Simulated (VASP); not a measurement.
# TiO2 (I4/mmm) in VASP: notebook

One crystal, TiO2, is run at these levels: r2SCAN, HSE06; tasks: single point.

Program: VASP 6.6.1. These are calculated values, not measurements. Logs are shortened: lines on timing, memory, paths and dates and some standing lists are left out, and cuts for length are marked.

### 1 The cell of the first run

Symmetry: I4/mmm, No. 139, tetragonal system. Conventional cell: a = 3.292 Å, b = 3.292 Å, c = 4.794 Å, α = 90.00°, β = 90.00°, γ = 90.00°. Around Ti (site symmetry 4/mmm) lie 8 O at 2.04 Å. O (site symmetry -4m2) has 4 Ti at 2.04 Å and 4 O at 2.33 Å as nearest neighbours.

The cell was built by a generator and needn't be a form met in nature.

### 2 Single point, r2SCAN (biaxial_xy strain -2.9%)

Contents of POSCAR:

```
TiO2
1.0
    0.0000000000      2.3275589332      2.3968272404
    2.3275589332      0.0000000000      2.3968272404
    2.3275589332      2.3275589332      0.0000000000
Ti O
1 2
Direct
    0.0000000000      0.0000000000      0.0000000000
    0.2500000000      0.2500000000      0.2500000000
    0.7500000000      0.7500000000      0.7500000000
```

Contents of INCAR.step1:

```
ALGO = Normal
EDIFF = 1E-4
ENCUT = 520
GGA = PE
ISMEAR = 0
LASPH = True
LCHARG = False
LREAL = False
LWAVE = True
NBANDS = 19
NELM = 100
PREC = Accurate
SIGMA = 0.01
```

Contents of INCAR.step2:

```
ALGO = Normal
EDIFF = 1E-6
ENCUT = 520
ISIF = 2
ISMEAR = 0
ISTART = 1
LASPH = True
LCHARG = True
LELF = True
LMIXTAU = True
LREAL = False
LVHAR = True
LWAVE = False
METAGGA = R2SCAN
NBANDS = 19
NELM = 100
PREC = Accurate
SIGMA = 0.01
```

Contents of KPOINTS:

```
k-points
0
Gamma
  10 10 10
```

Potentials or basis: VASP PAW PBE potentials, release 64 (Ti_sv, O).

Launch:

```
> cat potpaw_PBE.64/Ti_sv/POTCAR potpaw_PBE.64/O/POTCAR > POTCAR
> cp INCAR.step1 INCAR
> mpirun -np 1 vasp_std > vasp.out
> cp INCAR.step2 INCAR
> mpirun -np 1 vasp_std > vasp.out
```

OUTCAR:

```text
EDIFF = 1E-6
   ENCUT = 520
   ISIF = 2
   ISMEAR = 0
   ISTART = 1
   LASPH = True
   LREAL = False
   METAGGA = R2SCAN
   NELM = 100
   PREC = Accurate

 ion  position               nearest neighbor table
   1  0.000  0.000  0.000-   3 2.04   3 2.04   3 2.04   2 2.04   2 2.04   2 2.04   3 2.04   2 2.04

   2  0.250  0.250  0.250-   1 2.04   1 2.04   1 2.04   1 2.04
   3  0.750  0.750  0.750-   1 2.04   1 2.04   1 2.04   1 2.04

  LATTYP: Found a body centered tetragonal cell.
 ALAT       =     3.2916654106
 C/A-ratio  =     1.4563006512

  Lattice vectors:

 A1 = (  -2.3275589332,   0.0000000000,   2.3968272404)
 A2 = (   2.3275589332,   0.0000000000,   2.3968272404)
 A3 = (   0.0000000000,   2.3275589332,  -2.3968272404)

Analysis of symmetry for initial positions (statically):
=====================================================================
 Subroutine PRICEL returns:
 Original cell was already a primitive cell.

 Routine SETGRP: Setting up the symmetry group for a
 body centered tetragonal supercell.

 Subroutine GETGRP returns: Found 16 space group operations
 (whereof 16 operations were pure point group operations)
 out of a pool of 16 trial point group operations.

The static configuration has the point symmetry D_4h.

Analysis of symmetry for dynamics (positions and initial velocities):
=====================================================================
 Subroutine PRICEL returns:
 Original cell was already a primitive cell.

 Routine SETGRP: Setting up the symmetry group for a
 body centered tetragonal supercell.

 Subroutine GETGRP returns: Found 16 space group operations
 (whereof 16 operations were pure point group operations)
 out of a pool of 16 trial point group operations.

The dynamic configuration has the point symmetry D_4h.

 Subroutine INISYM returns: Found 16 space group operations
 (whereof 16 operations are pure point group operations),
 and found     1 'primitive' translations

----------------------------------------------------------------------------------------

                                     Primitive cell

  volume of cell :      25.9698

  direct lattice vectors                    reciprocal lattice vectors
     0.000000000  2.327558933  2.396827240    -0.214817332  0.214817332  0.208609111
     2.327558933  0.000000000  2.396827240     0.214817332 -0.214817332  0.208609111
     2.327558933  2.327558933  0.000000000     0.214817332  0.214817332 -0.208609111

  length of vectors
     3.341004551  3.341004551  3.291665411     0.368525078  0.368525078  0.368525078

  position of ions in fractional coordinates (direct lattice)
     0.000000000  0.000000000  0.000000000
     0.250000000  0.250000000  0.250000000
     0.750000000  0.750000000  0.750000000

  ion indices of the primitive-cell ions
   primitive index   ion index
                 1           1
                 2           2
                 3           3

----------------------------------------------------------------------------------------

 KPOINTS: k-points

Automatic generation of k-mesh.
 Grid dimensions read from file:
 generate k-points for:   10   10   10

 Generating k-lattice:

  Cartesian coordinates                     Fractional coordinates (reciprocal lattice)
    -0.021481733  0.021481733  0.020860911     0.100000000  0.000000000  0.000000000
     0.021481733 -0.021481733  0.020860911     0.000000000  0.100000000  0.000000000
     0.021481733  0.021481733 -0.020860911    -0.000000000 -0.000000000  0.100000000

  Length of vectors
     0.036852508  0.036852508  0.036852508

  Shift w.r.t. Gamma in fractional coordinates (k-lattice)
     0.000000000  0.000000000  0.000000000

 Subroutine IBZKPT returns following result:
 ===========================================

 Found    102 irreducible k-points:

 Following reciprocal coordinates:
            Coordinates               Weight
  0.000000  0.000000  0.000000      1.000000
  0.100000  0.000000  0.000000      8.000000
  0.200000  0.000000  0.000000      8.000000
  0.300000  0.000000  0.000000      8.000000
  0.400000  0.000000  0.000000      8.000000
  0.500000  0.000000  0.000000      4.000000
[... 16 lines left out ...]
  0.300000  0.300000  0.000000      2.000000
  0.400000  0.300000  0.000000      8.000000
 [... further k-points ...]
   k-points           NKPTS =    102   k-points in BZ     NKDIM =    102   number of bands    NBANDS=     19
   number of dos      NEDOS =    301   number of ions     NIONS =      3
   total plane-waves  NPLWV =  18816
   dimension x,y,z NGX =    28 NGY =   28 NGZ =   24
   dimension x,y,z NGXF=    56 NGYF=   56 NGZF=   48
   ions per type =               1   2
   NGX,Y,Z   is equivalent  to a cutoff of  13.93, 13.93, 12.12 a.u.
   NGXF,Y,Z  is equivalent  to a cutoff of  27.87, 27.87, 24.24 a.u.
 SYSTEM =  unknown system
   PREC   = accura    normal or accurate (medium, high low for compatibility)
   ISTART =      1    job   : 0-new  1-cont  2-samecut
   ICHARG =      0    charge: 1-file 2-atom 10-const
   ISPIN  =      1    spin polarized calculation?
   LNONCOLLINEAR =      F non collinear calculations
   LSORBIT =      F    spin-orbit coupling
   LASPH  =      T    aspherical Exc in radial PAW
   ENCUT  =  520.0 eV  38.22 Ry    6.18 a.u.   6.21  6.21  6.12*2*pi/ulx,y,z
   NELM   =    100;   NELMIN=  2; NELMDL=  0     # of ELM steps
   EDIFF  = 0.1E-05   stopping-criterion for ELM
   LREAL  =      F    real-space projection
   EDIFFG = 0.1E-04   stopping-criterion for IOM
   NSW    =      0    number of steps for IOM
   IBRION =     -1    ionic relax: 0-MD 1-quasi-New 2-CG
   NFREE  =      0    steps in history (QN), initial steepest desc. (CG)
   ISIF   =      2    stress and relaxation
   ISYM   =      2    0-nonsym 1-usesym 2-fastsym
   POTIM  = 0.5000    time-step for ionic-motion
   TEBEG  =    0.0;   TEEND  =   0.0 temperature during run
   PSTRESS=    0.0 pullay stress
   NELECT =      24.0000    total number of electrons
   NUPDOWN=      -1.0000    fix difference up-down
   EMIN   =  10.00;   EMAX   =-10.00  energy-range for DOS
   EFERMI =   0.00;   METHOD = LEGACY
   ISMEAR =     0;   SIGMA  =   0.01  broadening in eV -4-tet -1-fermi 0-gaus
   EFERMI_NEDOS =   21; number of points for ismear=-14 and -15
   IALGO  =     38    algorithm
   IMIX   =      4    mixing-type and parameters
     AMIX     =   0.40;   BMIX     =  1.00
     AMIX_MAG =   1.60;   BMIX_MAG =  1.00
  volume/ion in A,a.u.               =       8.66        58.42
  Fermi-wavevector in a.u.,A,eV,Ry     =   1.594615  3.013386 34.596859  2.542797
  Thomas-Fermi vector in A             =   2.692662
   LORBIT       =      0    0 simple, 1 ext, 2 COOP (PROOUT), +10 PAW based schemes
   METAGGA = R2SCAN    functional components
   LHFCALC =     F    Hartree Fock is set to
   AEXX    =    0.0000 exact exchange contribution
   IVDW    =     0    specifies the selected vdW correction
   LEPSILON=     F    determine dielectric tensor
   LRPA    =     F    only Hartree local field effects (RPA)
 non-spin polarized calculation
 Gauss-broadening in eV      SIGMA  =   0.01
  energy-cutoff  :      520.00
  volume of cell :       25.97
 maximum number of plane-waves:       718
 NGX is ok and might be reduce to    28
   NGX = 13   NGY = 13   NGZ = 13

 number of electron      24.0000001 magnetization

 Free energy of the ion-electron system (eV)
  ---------------------------------------------------
  ext. energy  EPLUGINS =         0.00000000
  ---------------------------------------------------
  free energy    TOTEN  =       -33.96575051 eV

  energy without entropy =      -33.96575051  energy(sigma->0) =      -33.96575051

 E-fermi :   8.0970     XC(G=0): -13.4178

 val. band max:        8.0369554722   @ k =   0.5000   0.0000   0.5000
 cond. band min:       9.4227645049   @ k =   0.0000   0.0000   0.0000
 fundamental gap:      1.3858090327
 Fermi energy:         8.0969920017

 k-point     1 :       0.0000    0.0000    0.0000
  band No.  band energies     occupation
      1     -51.9545      2.00000
      2     -26.9943      2.00000
      3     -26.9940      2.00000
      4     -26.9900      2.00000
      5     -13.2980      2.00000
      6      -9.1003      2.00000
[... 11 lines left out ...]
     18      16.6695      0.00000
     19      23.2300      0.00000

 k-point     2 :       0.1000    0.0000    0.0000
  band No.  band energies     occupation
      1     -51.9514      2.00000
      2     -27.0273      2.00000
      3     -26.9977      2.00000
      4     -26.9954      2.00000
      5     -13.1620      2.00000
      6      -9.2664      2.00000
[... 11 lines left out ...]
     18      17.0159      0.00000
     19      23.3200      0.00000

 k-point     3 :       0.2000    0.0000    0.0000
  band No.  band energies     occupation
      1     -51.9433      2.00000
      2     -27.1157      2.00000
      3     -27.0067      2.00000
      4     -27.0065      2.00000
      5     -12.7927      2.00000
      6      -9.6735      2.00000
[... 11 lines left out ...]
     18      17.9006      0.00000
     19      23.3270      0.00000

 k-point     4 :       0.3000    0.0000    0.0000
  band No.  band energies     occupation
      1     -51.9333      2.00000
      2     -27.2222      2.00000
      3     -27.0202      2.00000
      4     -27.0177      2.00000
      5     -12.2989      2.00000
      6     -10.1462      2.00000
[... 407 lines left out ...]
     18      18.9618      0.00000
     19      23.8103      0.00000

 k-point    23 :       0.3000    0.3000    0.0000
  band No.  band energies     occupation
      1     -51.9277      2.00000
      2     -27.2366      2.00000
      3     -27.0544      2.00000
      4     -27.0541      2.00000
      5     -12.0153      2.00000
      6     -10.2435      2.00000
[... 11 lines left out ...]
     18      18.8891      0.00000
     19      23.5396      0.00000

 k-point    24 :       0.4000    0.3000    0.0000
  band No.  band energies     occupation
      1     -51.9214      2.00000
      2     -27.2829      2.00000
      3     -27.0789      2.00000
      4     -27.0649      2.00000
      5     -11.6723      2.00000
      6     -10.4747      2.00000
[... 11 lines left out ...]
     18      19.5135      0.00000
     19      23.9333      0.00000

 [... further k-points ...]

------------------------ aborting loop because EDIFF is reached ----------------------------------------

  FORCE on cell =-STRESS in cart. coord.  units (eV):
  Direction    XX          YY          ZZ          XY          YZ          ZX
  --------------------------------------------------------------------------------------
  -------------------------------------------------------------------------------------
  Total        4.3005913      4.3005913      1.2893209      0.0000000      0.0000000     -0.0000000
  in kB      265.3204044    265.3204044     79.5432845      0.0000000      0.0000000     -0.0000000
  external PRESSURE =     203.3946978 kB  Pullay stress =       0.0000000 kB

 VOLUME and BASIS-vectors are now :
 -----------------------------------------------------------------------------
  energy-cutoff  :      520.00
  volume of cell :       25.97
      direct lattice vectors                 reciprocal lattice vectors
     0.000000000  2.327558933  2.396827240    -0.214817332  0.214817332  0.208609111
     2.327558933  0.000000000  2.396827240     0.214817332 -0.214817332  0.208609111
     2.327558933  2.327558933  0.000000000     0.214817332  0.214817332 -0.208609111

 POSITION                                       TOTAL-FORCE (eV/Angst)
 -----------------------------------------------------------------------------------
      0.00000      0.00000      0.00000         0.000000     -0.000000     -0.000000
      1.16378      1.16378      1.19841         0.000000      0.000000      0.000000
      3.49134      3.49134      3.59524        -0.000000     -0.000000      0.000000
 -----------------------------------------------------------------------------------
    total drift:                                0.000000     -0.000000      0.000000

  FREE ENERGIE OF THE ION-ELECTRON SYSTEM (eV)
  ---------------------------------------------------
  free  energy   TOTEN  =       -33.9657505122 eV

  energy  without entropy=      -33.9657505122  energy(sigma->0) =      -33.96575051
```

Run time: 89 s. Hardware: 1 thread of Intel Xeon 6975P-C (Granite Rapids), shared host; peak memory 0.19 GiB.

What came out:

```
Free energy            : -33.9658 eV
Pressure               : 20.3 GPa
Band gap on the k mesh : 1.39 eV, indirect (least direct gap 2.13 eV)
```

Stress tensor (GPa, compression positive):
```
26.53  0.00  0.00
 0.00 26.53  0.00
 0.00  0.00  7.95
```

Caveat: so large a pressure means that the cell lies far from this level's equilibrium, or that cutoff or potentials fall short; the potentials were made for another functional, which shifts forces and pressure. A k mesh can miss the band edges.

### 3 Single point, HSE06 (hydrostatic strain -2.6%)

Contents of POSCAR:

```
TiO2
1.0
    0.0000000000      2.3349890976      2.3349890976
    2.3349890976      0.0000000000      2.3349890976
    2.3349890976      2.3349890976      0.0000000000
Ti O
1 2
Direct
    0.0000000000      0.0000000000      0.0000000000
    0.2500000000      0.2500000000      0.2500000000
    0.7500000000      0.7500000000      0.7500000000
```

Contents of INCAR.step1:

```
PREC = Accurate
ENCUT = 520
EDIFF = 1E-5
ISMEAR = 0
SIGMA = 0.01
LREAL = F
LASPH = T
NELM = 100
ALGO = Normal
ISIF = 2
LWAVE = T
NBANDS = 19
GGA = PE
```

Contents of INCAR.step2:

```
PREC = Accurate
ENCUT = 520
EDIFF = 1E-6
ISMEAR = 0
SIGMA = 0.01
LREAL = F
LASPH = T
NELM = 100
ALGO = Normal
ISIF = 2
LWAVE = F
LCHARG = T
GGA = PE
LHFCALC = T
HFSCREEN = 0.2079
PRECFOCK = Normal
LELF = T
LVHAR = T
NBANDS = 19
ISTART = 1
```

Contents of KPOINTS:

```
regular mesh
0
Gamma
  6 6 6
```

Potentials or basis: VASP PAW PBE potentials, release 64 (Ti_sv, O).

Launch:

```
> cat potpaw_PBE.64/Ti_sv/POTCAR potpaw_PBE.64/O/POTCAR > POTCAR
> cp INCAR.step1 INCAR
> mpirun -np 1 vasp_std > vasp.out
> cp INCAR.step2 INCAR
> mpirun -np 1 vasp_std > vasp.out
```

OUTCAR:

```text
PREC = Accurate
   ENCUT = 520
   EDIFF = 1E-6
   ISMEAR = 0
   LREAL = F
   LASPH = T
   NELM = 100
   ISIF = 2
   GGA = PE
   LHFCALC = T
   HFSCREEN = 0.2079
   PRECFOCK = Normal
   ISTART = 1

 ion  position               nearest neighbor table
   1  0.000  0.000  0.000-   3 2.02   3 2.02   3 2.02   2 2.02   3 2.02   2 2.02   2 2.02   2 2.02

   2  0.250  0.250  0.250-   1 2.02   1 2.02   1 2.02   1 2.02
   3  0.750  0.750  0.750-   1 2.02   1 2.02   1 2.02   1 2.02

  LATTYP: Found a face centered cubic cell.
 ALAT       =     4.6699781952

  Lattice vectors:

 A1 = (   0.0000000000,   2.3349890976,   2.3349890976)
 A2 = (   2.3349890976,   0.0000000000,   2.3349890976)
 A3 = (   2.3349890976,   2.3349890976,   0.0000000000)

Analysis of symmetry for initial positions (statically):
=====================================================================
 Subroutine PRICEL returns:
 Original cell was already a primitive cell.

[... 166 lines left out ...]
  ext. energy  EPLUGINS =         0.00000000
  ---------------------------------------------------
  free energy    TOTEN  =       -32.14335308 eV

  energy without entropy =      -32.14335308  energy(sigma->0) =      -32.14335308

 E-fermi :   7.8697     XC(G=0): -10.3684

 val. band max:        7.6433372008   @ k =   0.5000   0.5000   0.0000
 cond. band min:      10.3442664697   @ k =   0.0000   0.0000   0.0000
 fundamental gap:      2.7009292689
 Fermi energy:         7.8697329226

 k-point     1 :       0.0000    0.0000    0.0000
  band No.  band energies     occupation
      1     -54.3963      2.00000
      2     -28.8042      2.00000
      3     -28.8042      2.00000
      4     -28.8042      2.00000
      5     -14.6429      2.00000
      6      -9.9984      2.00000
[... 329 lines left out ...]
      6     -12.0179      2.00000
[... 11 lines left out ...]
     18      21.2785      0.00000
     19      25.8706      0.00000

------------------------ aborting loop because EDIFF is reached ----------------------------------------

  FORCE on cell =-STRESS in cart. coord.  units (eV):
  Direction    XX          YY          ZZ          XY          YZ          ZX
  --------------------------------------------------------------------------------------
  -------------------------------------------------------------------------------------
  Total        3.5648697      3.5648697      3.5648697      0.0000000      0.0000000      0.0000000
  in kB      224.3208653    224.3208653    224.3208653      0.0000000      0.0000000      0.0000000
  external PRESSURE =     224.3208653 kB  Pullay stress =       0.0000000 kB

 VOLUME and BASIS-vectors are now :
 -----------------------------------------------------------------------------
  energy-cutoff  :      520.00
  volume of cell :       25.46
      direct lattice vectors                 reciprocal lattice vectors
     0.000000000  2.334989098  2.334989098    -0.214133762  0.214133762  0.214133762
     2.334989098  0.000000000  2.334989098     0.214133762 -0.214133762  0.214133762
     2.334989098  2.334989098  0.000000000     0.214133762  0.214133762 -0.214133762

 POSITION                                       TOTAL-FORCE (eV/Angst)
 -----------------------------------------------------------------------------------
      0.00000      0.00000      0.00000         0.000000      0.000000      0.000000
      1.16749      1.16749      1.16749         0.000000      0.000000      0.000000
      3.50248      3.50248      3.50248        -0.000000     -0.000000     -0.000000
 -----------------------------------------------------------------------------------
    total drift:                               -0.000000     -0.000000     -0.000000

  FREE ENERGIE OF THE ION-ELECTRON SYSTEM (eV)
  ---------------------------------------------------
  free  energy   TOTEN  =       -32.1433530787 eV

  energy  without entropy=      -32.1433530787  energy(sigma->0) =      -32.14335308
```

OUTCAR.step1:

```text
PREC = Accurate
   ENCUT = 520
   EDIFF = 1E-5
   ISMEAR = 0
   LREAL = F
[... 569 lines left out ...]
      0.00000      0.00000      0.00000        -0.000000     -0.000000     -0.000000
      1.16749      1.16749      1.16749        -0.000000     -0.000000     -0.000000
      3.50248      3.50248      3.50248         0.000000      0.000000      0.000000
 -----------------------------------------------------------------------------------
    total drift:                               -0.000000      0.000000      0.000000

  FREE ENERGIE OF THE ION-ELECTRON SYSTEM (eV)
  ---------------------------------------------------
  free  energy   TOTEN  =       -25.7708523240 eV

  energy  without entropy=      -25.7708523240  energy(sigma->0) =      -25.77085232
```

Wall time 30 min (1 thread of Intel Xeon 6975P-C (Granite Rapids), shared host); peak memory 0.26 GiB.

Results:

```
Free energy            : -32.1434 eV
Pressure               : 22.4 GPa
Band gap on the k mesh : 2.70 eV, indirect (least direct gap 3.54 eV)
```

Caveat: so large a pressure means that the cell lies far from this level's equilibrium, or that cutoff or potentials fall short; the potentials were made for another functional, which shifts forces and pressure. A k mesh can miss the band edges.
